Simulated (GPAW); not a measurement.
Runs of GPAW 26.7.0 on HfN. It takes space group F-43m (No. 216, cubic). The conventional cell has a = 4.910 Å, b = 4.910 Å, c = 4.910 Å, α = 90.00°, β = 90.00°, γ = 90.00°. Around Hf (site symmetry -43m) lie 4 N at 2.13 Å. N (site symmetry -43m) has 4 Hf at 2.13 Å as nearest neighbours. The cell comes from a database or a generator and needn't be the stable form of this composition.

| task | level | potentials or basis | cell | smearing | band path | band points | gap on the mesh (eV) | pressure (GPa) |
| --- | --- | --- | --- | --- | --- | --- | --- | --- |
| single point | PBE | GPAW PAW data sets (gpaw-data 1.2.1), pw | as given | gaussian 0.02 eV | - | - | none | (a) |
| single point | PBE | GPAW PAW data sets (gpaw-data 1.2.1), pw | as given | gaussian 0.05 eV | - | - | none | 1.5 |
| single point | PBE | GPAW PAW data sets (gpaw-data 1.2.1), pw | as given | gaussian 0.1 eV | - | - | none | 1.5 |
| single point | PBE | GPAW PAW data sets (gpaw-data 1.2.1), pw | the cell as VASP's run set it | gaussian 0.1 eV | - | - | none | 1.5 |
| band structure | RPBE+D3(BJ) | the program's PAW data sets (release 1.2.1) made for this functional, pw | as given | gaussian 0.05 eV | GXWKGLUWLK,UX | 80 | - | -17.9 |

Alike in all rows: no spin polarisation; k mesh 9 × 9 × 9; cutoff (eV) 800.

Problem. Fill in the values left out.

Solution. (a) 1.6.

Caveats: so large a pressure means that the cell lies far from this level's equilibrium, or that cutoff or potentials fall short (some runs); spin-orbit coupling is left out, which moves the levels of the heavy elements (some runs); pairwise dispersion overbinds metals, which lowers pressure and volume (some runs).

A k mesh can miss the band edges, and the runs leave out spin-orbit coupling on Hf.

A gap of «none» marks a metal or a gap under the smearing width.
